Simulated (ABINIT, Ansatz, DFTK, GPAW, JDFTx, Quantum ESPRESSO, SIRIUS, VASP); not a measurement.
# Au: programs and potentials compared

```
CELL_PARAMETERS angstrom
0.00000 2.03500 2.03500
2.03500 0.00000 2.03500
2.03500 2.03500 0.00000
ATOMIC_POSITIONS crystal
Au 0.00000 0.00000 0.00000
```

Alike in all runs: task single point; functional PBEsol; k mesh 11 × 11 × 11; occupations fermi-dirac, width 0.05 eV; no spin polarisation; no spin-orbit coupling. Pressure is positive in compression and, in plane waves, holds the error of the finite cutoff, which Ansatz's Pulay term estimates and takes out.

```tsv
program and potentials	plane-wave cutoff (eV)	notes	pressure (GPa)
Ansatz, Ansatz PAW	420	potentials made for PBE, which Ansatz adapts in part; 19 valence electrons an atom on average	?
DFTK, PseudoDojo SR PBEsol 0.4.1 standard (PBEsol)	1034	19 valence electrons an atom on average	1.24
Ansatz, all-electron LAPW, scalar-relativistic	-	-	1.66
GPAW, PAW data sets generated for this functional	600	11 valence electrons an atom on average	4.67
JDFTx, PseudoDojo-SR-PBEsol-0.4.1-standard with smoothed tails	1034	19 valence electrons an atom on average	1.23
ABINIT, PseudoDojo NC SR PBEsol v0.4.1 standard	1034	19 valence electrons an atom on average	1.24
Quantum ESPRESSO, GBRV 1.5 PBEsol	612	11 valence electrons an atom on average	1.20
SIRIUS, PseudoDojo 0.4.1 PBEsol standard (scalar relativistic)	1054	19 valence electrons an atom on average	1.26
VASP, PBE PAW files Au, 520 eV	520	potentials made for PBE; 11 valence electrons an atom on average	1.38
```

Q: Estimate from the other rows what the run with Ansatz, Ansatz PAW gave.

A: Pressure 1.68 GPa. Its pressure holds a Pulay term of +0.05 GPa. The other rows, which needn't bracket it: pressure 1.20 to 4.67.
